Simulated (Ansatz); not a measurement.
# Al: the cost of one run

Computed with Ansatz 0.2.0 (DFT PBE, scalar-relativistic, plane waves, PAW, and further levels as typed in the inputs, unless a step's input says otherwise).

## (1) Starting point

It takes space group P-3m1 (No. 164, trigonal). Conventional cell: a = 2.864 Å, b = 2.864 Å, c = 30.030 Å, α = 90.00°, β = 90.00°, γ = 120.00°. Al (site symmetry 3m) is surrounded by 9 Al at 2.86 Å. Around Al (site symmetry 3m) lie 12 Al at 2.86 Å. Al (site symmetry -3m) is surrounded by 12 Al at 2.86 Å.

As a file:

```xyz
7
Lattice="2.8638 0.0000 0.0000 1.4319 2.4801 0.0000 0.0000 0.0000 30.0296" Properties=species:S:1:pos:R:3 pbc="T T T"
Al    0.0000    0.0000    8.0000
Al    1.4319    0.8267   10.3383
Al    2.8638    1.6534   12.6765
Al    0.0000    0.0000   15.0148
Al    1.4319    0.8267   17.3531
Al    2.8638    1.6534   19.6913
Al    0.0000    0.0000   22.0296
```

## (2) Relaxing the atoms: Al7 slab, no spin

Input file input.yaml:

```yaml
crystal:
  lattice:
    - [2.8637824638, 0.0, 0.0]
    - [1.4318912319, 2.4801083646, 0.0]
    - [0.0, 0.0, 30.0296115413]
  atoms:
    - { symbol: Al, position: [0.0, 0.0, 0.2664037125] }
    - { symbol: Al, position: [0.3333333333, 0.3333333333, 0.3442691417] }
    - { symbol: Al, position: [0.6666666667, 0.6666666667, 0.4221345708] }
    - { symbol: Al, position: [0.0, 0.0, 0.5] }
    - { symbol: Al, position: [0.3333333333, 0.3333333333, 0.5778654292] }
    - { symbol: Al, position: [0.6666666667, 0.6666666667, 0.6557308583] }
    - { symbol: Al, position: [0.0, 0.0, 0.7335962875] }
scf:
  occupations: { method: gaussian, width: 0.05 }
output:
  forces: true
  stress: false
  write_density: true
  write_potential: true
  elf: true
  volumetric_format: npy
kpoints:
  mp_grid: { grid: [16, 16, 1] }
efield:
  axis: 3
  dipole_correction: true
hamiltonian:
  xc: pbe
relax:
  f_tol: 0.01
  max_steps: 120
```

Command:

```sh
$ ansatz run input.yaml --threads 2 --pin off --max-ram 6144MiB --backend cpu --events-out ev --progress --plain --runs-dir out
```

Q: Estimate wall time and peak memory on 2 threads of Arm Neoverse V1, shared host.

About 16 s, with a peak of 0.42 GiB.
